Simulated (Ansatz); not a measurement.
MgO (Fm-3m), a vibration from a frozen displacement

All numbers below come from DFT LDA, scalar-relativistic, plane waves, PAW (Ansatz 0.2.0). Settings: plane waves to 420 eV, k-mesh 10×10×10 (Γ-centred), Gaussian smearing 0.05 eV. No spin polarisation. Energies are free energies at this smearing, counted from the undisturbed cell; pressure is positive in compression.

Zero of the scan (as given, not relaxed at this level; it stands at -11.6 GPa):

```xyz
2
Lattice="0.0000 2.1351 2.1351 2.1351 0.0000 2.1351 2.1351 2.1351 0.0000" Properties=species:S:1:pos:R:3 pbc="T T T"
Mg    0.0000    0.0000    0.0000
O     2.1351    2.1351    2.1351
```

Every O atom is moved by x along the Cartesian unit vector (0.000, 0.000, 1.000); the cell and all other atoms stay fixed. The cell's volume is 19.47 Å³; the moved atoms weigh 15.999 u together and the others 24.305 u. Some rows repeat others by symmetry and weren't run.

| x (Å) | ΔE (meV/cell) | total force on the moved atoms along the move (eV/Å) | pressure (GPa) |
| --- | --- | --- | --- |
| -0.1000 | 20.54 | 0.4276 | -10.7603 |
| -0.0875 | 15.58 | 0.3672 | -10.9558 |
| -0.0750 | 11.35 | 0.3097 | -11.1242 |
| -0.0625 | 7.83 | 0.2545 | -11.2658 |
| -0.0500 | 4.98 | 0.2013 | -11.3812 |
| -0.0375 | 2.79 | 0.1496 | -11.4705 |
| -0.0250 | 1.24 | 0.0991 | -11.5342 |
| -0.0125 | 0.31 | 0.0493 | -11.5723 |
| 0.0000 | 0.00 | 0.0000 | -11.5850 |
| 0.0125 | 0.31 | -0.0493 | -11.5723 |
| 0.0250 | 1.24 | -0.0991 | -11.5342 |
| 0.0375 | 2.79 | -0.1496 | -11.4705 |
| 0.0500 | 4.98 | -0.2013 | -11.3812 |
| 0.0625 | 7.83 | -0.2545 | -11.2658 |
| 0.0750 | 11.35 | -0.3097 | -11.1242 |
| 0.0875 | 15.58 | -0.3672 | -10.9558 |
| 0.1000 | 20.54 | -0.4276 | -10.7603 |

Task: What frequency belongs to this motion?

Result: The force constant is k = −dF/dx = 3.944 eV/Å², from the parabola through x = -0.0125, 0 and 0.0125. In every cell the moved atoms swing against the rest, so the mass is μ = m₁m₂/(m₁ + m₂) = 9.648 u, and ν̃ = 521.5 cm⁻¹ × √(|k|/μ) = 333 cm⁻¹, at this cell's pressure of -11.6 GPa. To first order in x, and within 1 %, the force on every atom lies along the move and, within each of the two groups, in proportion to the atom's mass, so this is itself a mode at the zone centre of this cell, taken without macroscopic field (the transverse frequency in a polar insulator).

Task: How far does the harmonic law reach?

Result: At x = -0.100 Å, kx²/2 = 19.72 meV against the computed 20.54 meV (+4.2 %): the well is still close to harmonic there.